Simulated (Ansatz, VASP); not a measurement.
# Cross-check of SiGeO4 between VASP and Ansatz

One calculation is typed for both programs; each brings its own data sets. How far apart do they land? The cell is generated by rule, not measured, and may not be a known phase. The cell is taken from a series of runs on this material, whose earlier steps may have relaxed, scaled, displaced or heated it; both programs get it as it stands.

Calculated with Ansatz 0.2.0; plane waves, with VASP 6.6.1 beside it; zone-centre phonons at PBEsol.

The structure was built from a prototype and need not be the compound's stable phase.

## Step 1: Starting point

Symmetry: F-43m, No. 216, cubic system. The conventional cell has a = 7.676 Å, b = 7.676 Å, c = 7.676 Å, α = 90.00°, β = 90.00°, γ = 90.00°. Nearest to Si lie 4 O at 1.61 Å. Nearest to Ge lie 4 O at 1.72 Å. O has 1 Si at 1.61 Å and 1 Ge at 1.72 Å nearest. Farther neighbours and most contacts between anions are not listed.

## Step 2: Ansatz: zone-centre phonons, PBEsol

Ansatz runs on norm-conserving files, of PseudoDojo where its log says so.

Second derivatives magnify differences that forces hide, and they need a tight electronic threshold.

input.yaml reads:

```yaml
crystal:
  lattice:
    - [0.0, 3.8379174859, 3.8379174859]
    - [3.8379174859, 0.0, 3.8379174859]
    - [3.8379174859, 3.8379174859, 0.0]
  atoms:
    - { symbol: Si, position: [0.0, 0.0, 0.0] }
    - { symbol: Ge, position: [0.25, 0.25, 0.25] }
    - { symbol: O, position: [0.1209006003, 0.1209006003, 0.1209006003] }
    - { symbol: O, position: [0.6372981992, 0.1209006003, 0.1209006003] }
    - { symbol: O, position: [0.1209006003, 0.1209006003, 0.6372981992] }
    - { symbol: O, position: [0.1209006003, 0.6372981992, 0.1209006003] }
kpoints:
  mp_grid: { grid: [4, 4, 4] }
hamiltonian:
  xc: pbesol
  pseudopotentials: { kind: nc, accuracy: standard }
scf:
  occupations: { method: fixed }
output:
  eigenvalues: true
phonons:
  method: dfpt
  qmesh: [2, 2, 2]
  temperatures: { t_max: 1000, t_step: 50 }
  qpath:
    path:
      - [[0.0, 0.0, 0.0], [-0.5, -0.5, 0.0], [-0.375, -0.375, 0.25]]
      - [[-0.375, 0.0, 0.375], [0.0, 0.0, 0.0], [0.0, 0.0, 0.5], [-0.5, -0.25, 0.25], [-0.5, -0.5, 0.0]]
    npoints: 10
  non_analytic_term:
    high_frequency_dielectric_tensor: [[2.1815, 0.0, 0.0], [0.0, 2.1815, 0.0], [0.0, 0.0, 2.1815]]
    born_effective_charges:
      - { species: Si, tensor: [[3.641, 0.0, 0.0], [0.0, 3.641, 0.0], [0.0, 0.0, 3.641]] }
      - { species: Ge, tensor: [[3.5445, 0.0, 0.0], [0.0, 3.5445, 0.0], [0.0, 0.0, 3.5445]] }
      - { species: O, tensor: [[-1.7964, -0.8221, -0.8221], [-0.8221, -1.7964, -0.8221], [-0.8221, -0.8221, -1.7964]] }
      - { species: O, tensor: [[-1.7964, 0.8221, 0.8221], [0.8221, -1.7964, -0.8221], [0.8221, -0.8221, -1.7964]] }
      - { species: O, tensor: [[-1.7964, -0.8221, 0.8221], [-0.8221, -1.7964, 0.8221], [0.8221, 0.8221, -1.7964]] }
      - { species: O, tensor: [[-1.7964, 0.8221, -0.8221], [0.8221, -1.7964, 0.8221], [-0.8221, 0.8221, -1.7964]] }
    source: "zone-centre run at this cell"
```

Run with:

```bash
$ ansatz run input.yaml --threads 8 --pin off --max-ram 14336MiB --backend cpu --events-out ev --progress --plain --runs-dir out
```

Numbers of over 12 decimals in the logs are rounded to 6 here.

Log:

```text
Warning: phonons: the dynamical matrix that this run interpolates holds no multipole term above the dipole-dipole one, and a site of this crystal is no centre of inversion, so its interpolated transverse optical and acoustic branches and sound speeds can stay off near Gamma, and the density of states and the thermodynamics with them. What a run solves at a wave vector of phonons.qpoints, Gamma apart, where the deck admits one, is free of this, and under fd what a larger phonons.supercell samples
Engine: ansatz 0.2.0, x86_64-unknown-linux-gnu
Pseudopotentials: kind: nc
Pseudopotential: Si, nc, valence charge 4, recommended cutoff 489.804952 eV (normal), Si.nc.azcp (PseudoDojo's, or run here from an input of PseudoDojo's; its table is named by hamiltonian.pseudopotentials.accuracy)
Pseudopotential: Ge, nc, valence charge 14, recommended cutoff 1061.244064 eV (normal), Ge.nc.azcp (PseudoDojo's, or run here from an input of PseudoDojo's; its table is named by hamiltonian.pseudopotentials.accuracy)
Pseudopotential: O, nc, valence charge 6, recommended cutoff 1142.878222 eV (normal), O.nc.azcp (PseudoDojo's, or run here from an input of PseudoDojo's; its table is named by hamiltonian.pseudopotentials.accuracy)
Functional definition: PBEsol
  exchange = pbesol_x
  correlation = pbesol_c
Crystal: 6 atoms, lattice volume = 113.062 Å³
Basis set: ecut = 1142.878222 eV, 9841 PW (Γ), exchange–correlation on 120×120×120 points (8 copies of the dense FFT grid, shifted against one another)
Bands: 27, of which v1, the nominal top of the filled ones, is band 21 counted from 1 (20 counted from 0)
Symmetry: 24 space group operations
k-points: 8 of 64 (time reversal used)
Non-local potential: Si, projectors of the file, l = 0: 2, l = 1: 2, l = 2: 2
Non-local potential: Ge, projectors of the file, l = 0: 2, l = 1: 2, l = 2: 2
Non-local potential: O, projectors of the file, l = 0: 2, l = 1: 2, l = 2: 1
Initial density: superposition of atomic densities (chi_scale 0.1, normalization cell, long waves kept (reshape's long-wave potential 0.07 eV rms))
Initial wavefunctions: pseudopotential atomic-orbital guess
Functional: x = pbesol(κ = 0.804, μ = 0.123457), c = pbesol(β = 0.046)
SCF iter   1: F=—  HF=-4343.577025 eV  |F-HF|=—  |Δ(HF+E_count)|=         —  Δρ=9.28e-2  dr2=8.14e0  ethr=3.10e-3  ⟨swp⟩=5.0  Hψ=977  notcnv=0  defer=28
preconditioner: auto → none  [insulator: Δε(μ)=5.044 eV  Ē_g=20.695 eV  n_scr=14 (ndim 8)  ℏωp=22.6 eV  f_vac=0.302  ε∞_Penn≈2.2]
SCF iter   2: F=—  HF=-4341.176492 eV  |F-HF|=—  |Δ(HF+E_count)|=    2.40e0  Δρ=4.42e-2  dr2=9.07e-1  ethr=3.10e-3  ⟨swp⟩=3.8  Hψ=596  notcnv=0  defer=25
SCF iter   3: F=—  HF=-4340.946491 eV  |F-HF|=—  |Δ(HF+E_count)|=   2.30e-1  Δρ=1.44e-2  dr2=1.13e-1  ethr=2.16e-3  ⟨swp⟩=2.0  Hψ=338  notcnv=0  defer=31
SCF iter   4: F=—  HF=-4340.935153 eV  |F-HF|=—  |Δ(HF+E_count)|=   1.13e-2  Δρ=4.24e-3  dr2=1.05e-2  ethr=2.70e-4  ⟨swp⟩=2.2  Hψ=368  notcnv=0  defer=32
SCF iter   5: F=—  HF=-4340.933881 eV  |F-HF|=—  |Δ(HF+E_count)|=   1.27e-3  Δρ=8.04e-4  dr2=3.62e-4  ethr=2.50e-5  ⟨swp⟩=3.4  Hψ=407  notcnv=0  defer=32
SCF iter   6: F=—  HF=-4340.933950 eV  |F-HF|=—  |Δ(HF+E_count)|=   6.89e-5  Δρ=1.46e-4  dr2=6.58e-6  ethr=8.63e-7  ⟨swp⟩=2.4  Hψ=346  notcnv=0  defer=32
SCF iter   7: F=—  HF=-4340.933968 eV  |F-HF|=—  |Δ(HF+E_count)|=   1.82e-5  Δρ=3.12e-5  dr2=4.88e-7  ethr=1.57e-8  ⟨swp⟩=2.0  Hψ=335  notcnv=0  defer=32
SCF iter   8: F=—  HF=-4340.933746 eV  |F-HF|=—  |Δ(HF+E_count)|=   2.23e-4  Δρ=5.80e-6  dr2=1.74e-8  ethr=1.16e-9  ⟨swp⟩=2.2  Hψ=335  notcnv=0  defer=29
SCF iter   9: F=—  HF=-4340.933746 eV  |F-HF|=—  |Δ(HF+E_count)|=   2.05e-9  Δρ=6.57e-7  dr2=1.73e-10  ethr=4.15e-11  ⟨swp⟩=2.0  Hψ=371  notcnv=0  defer=29
SCF iter  10: F=-4340.933746 eV  HF=-4340.933746 eV  |F-HF|=2.73e-12  |Δ(HF+E_count)|=  3.00e-11  Δρ=1.02e-7  dr2=3.55e-12  ethr=1.00e-12  ⟨swp⟩=16.2  Hψ=1625  notcnv=0
SCF 1 converged in 10 iterations: F = -4340.933746 eV  dr2 = 3.55e-12
NSCF: frozen V_eff on 8 k-points
NSCF: frozen V_eff on 24 k-points
DFPT response loops at q = (0, 0, 0) (fractional): preconditioner auto → none (the input reference at scf.mixing.eps_inf says where Resta's filter doesn't serve); β = 0.50; Broyden in place of MSR1
NSCF: frozen V_eff on 72 k-points
DFPT response loops at q = (0, 0, -0.5) (fractional): mixed as the last ones told, above
NSCF: frozen V_eff on 72 k-points
DFPT response loops at q = (0, -0.5, -0.5) (fractional): mixed as the last ones told, above
SCF converged after 10 iterations
Free energy (F): -4340.933746 eV
Harris-Foulkes:  -4340.933746 eV  (|F-HF|=2.73e-12)
Internal energy: -4340.933746 eV  (E = F + TS)
E sigma→0 (E₀):  -4340.933746 eV
Fermi energy:    0.223977 eV
--- Per-component energies (eV) ---
  E_band       = -441.278532
  E_kinetic    = 3123.477334
  E_local      = -5456.542008  (includes V_loc(G=0)·N_el)
  E_nonlocal   = -1588.351388
  E_hartree    = 2217.259608
  E_xc         = -1086.764843
  E_vxc        = -954.381737  (∫ρ·V_xc dr)
  E_ewald      = -1550.012449
  E_smearing   = -0.000000  (= −TS)
  E_closure    = 0.000000  (closes the sum)
  Σ components = -4340.933746   (vs F -4340.933746, Δ=0.00e0)
--- Band table (eV; the first three rows and the last of 8) ---
  k-point 0: bands = [... 17 lower, -1.3482, 0.2194, 0.2194, 0.2194, 4.5342, 7.3401, 8.5999, 8.5999, ... 2 higher]
  k-point 1: bands = [... 17 lower, -1.3861, -0.1228, -0.1228, 0.2217, 5.2831, 7.7235, 8.9353, 9.1934, ... 2 higher]
  k-point 2: bands = [... 17 lower, -1.4950, -0.4571, -0.4571, 0.2240, 6.0322, 8.1405, 8.8899, 9.9328, ... 2 higher]
  k-point 7: bands = [... 17 lower, -1.1512, -0.6350, -0.4248, -0.3118, 7.0461, 8.6699, 8.8750, 9.1015, ... 2 higher]
--- Phonons (Γ-DFPT): 3 representative perturbations + reference (Σ response iterations 11) ---
  ASR residual: 1.304e-4 → 0.000e0 eV/Å²; symmetrization residual: 1.119e-5 eV/Å²
  ASR residual per site (eV/Å²): 2.92e-5 1.38e-5 1.30e-4 1.30e-4 1.30e-4 1.30e-4
  Γ frequencies (cm⁻¹): -124.44 -124.44 -124.44 0.00 0.00 0.00 281.30 281.30 293.45 293.45 293.45 587.26 587.26 587.26 1050.61 1050.61 1050.61 1144.94
--- Phonons (arbitrary-q DFPT): 3 irreducible q on the 2×2×2 mesh ---
  q = [0.0000, 0.0000, 0.0000] (star 1, of the zone-centre solve; hermiticity 5.08e-7, symmetrization 4.52e-15): -124.44 -124.44 -124.44 -0.00 0.00 0.00 281.30 281.30 293.45 293.45 293.45 587.26 587.26 587.26 1050.61 1050.61 1050.61 1144.94
  q = [0.0000, 0.0000, -0.5000] (star 4, 5 solved perturbations in 132 linear systems a pass and spin channel, the states on 36 of 64 k-point pairs; hermiticity 1.06e-6, symmetrization 5.46e-7, the responses' own estimated error 4.3e-5 eV/Å²): -124.39 -56.50 -56.50 177.30 177.30 235.51 235.51 274.64 291.91 291.91 302.08 566.34 588.92 588.92 1051.18 1051.18 1138.58 1200.05
  q = [0.0000, -0.5000, -0.5000] (star 3, 6 solved perturbations in 122 linear systems a pass and spin channel, the states on 36 of 64 k-point pairs; hermiticity 1.77e-6, symmetrization 8.87e-7, the responses' own estimated error 2.9e-5 eV/Å²): -83.75 -83.75 150.70 204.61 204.61 221.21 250.89 250.89 265.59 268.44 355.76 535.48 594.03 594.03 1052.02 1052.02 1141.49 1211.00
  sum rule: each row above includes the acoustic sum rule's correction from the zone centre's row sums; it moved no ω² by more than (1.51 cm⁻¹)²
  mesh force constants: q→R imaginary residual 1.14e-17; ASR residual 1.304e-4 → 0.000e0 eV/Å²; symmetrization residual 2.132e-14 eV/Å²
  interpolated dispersion: 63 rows × 18 modes
  density of states and harmonic sums: on the 14×14×14 q-mesh, interpolated from the force constants of a 2×2×2 supercell (with the dipole–dipole term of supplied tensors)
  largest difference from the sums on the solved wave vectors: F 2.70e-1 eV, S 3.74e-4 and C_V 1.08e-4 eV/K
  zero-point energy: 0.509206 eV/cell   skipped modes (ω ≤ 0): 207, of them read as no rigid motion or as one in doubt: 204 (1.798e0 modes/cell left out, lowest -124.44 cm⁻¹)   left out of the sums: 1.00e-1 of the cell's modes: C_V's classical limit lies that fraction below 3 k_B per atom; for a crystal, a wire or a layer, F and S can be off by more, and a phonons.interpolated_qmesh denser along its periods is the remedy for the sampling
```

The column dr2 measures how far the density is from self-consistency, as an energy; F and HF (Harris–Foulkes) agree once it is small.

[end of part 1 of 2]

[Lines on the potential files, build, host, timing and source positions are cut from VASP's logs without a mark.]

[Logs are printed without paths, hosts, clocks, repeated set-up lines and the standing remarks that a program may print on its own settings, such as how far it seeks lower states.]

[Hosts, paths, dates, database ids (printed as entryN), source tags and the programs' standing remarks are cut or masked in the printed files.]
